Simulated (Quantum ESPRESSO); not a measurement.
## Al under changes of volume

One of the cells (16.603 Å³/atom); the others are scaled copies at fixed shape and fractional positions:

```
Al
1.0
     0.00000    2.02481    2.02481
     2.02481    0.00000    2.02481
     2.02481    2.02481    0.00000
Al
1
Cartesian
  0.0000 0.0000 0.0000
```

```yaml
Program: Quantum ESPRESSO 7.5
Functional: rev-vdW-DF2
Potentials_or_basis: PseudoDojo 0.4.1 SR PBE standard
Cutoff: 544 eV
Density_cutoff: 2177 eV
k_mesh: 11 × 11 × 11
Occupations: fermi-dirac, width 0.05 eV
Spin: no spin polarisation
```

```tsv
volume (Å³/atom)	energy over the lowest point (meV/atom)	pressure (GPa)
15.607	18.20	5.8
15.939	?	?
16.271	2.36	2.0
16.603	0.00	0.3
16.935	0.84	-1.1
17.267	4.55	-2.4
17.599	10.82	-3.6
```

**Question.** What does the run at 15.939 Å³/atom give?

**Answer.** Energy over the lowest point 8.30 meV/atom; pressure 3.8 GPa.

Worked out: A Birch-Murnaghan fit of order 3 (a polynomial in V^(-2/3)) to the other rows has its minimum at 16.68 Å³/atom with B0 = V·E''(V) = 76 GPa and B' = 4.5. It gives 8.29 meV/atom at 15.939 Å³/atom, against the run's 8.30, and -dE/dV = 3.8 GPa, against 3.8.

Energies are extrapolated to zero smearing.

Caveats: the potentials were made for another functional, which shifts forces and pressure.
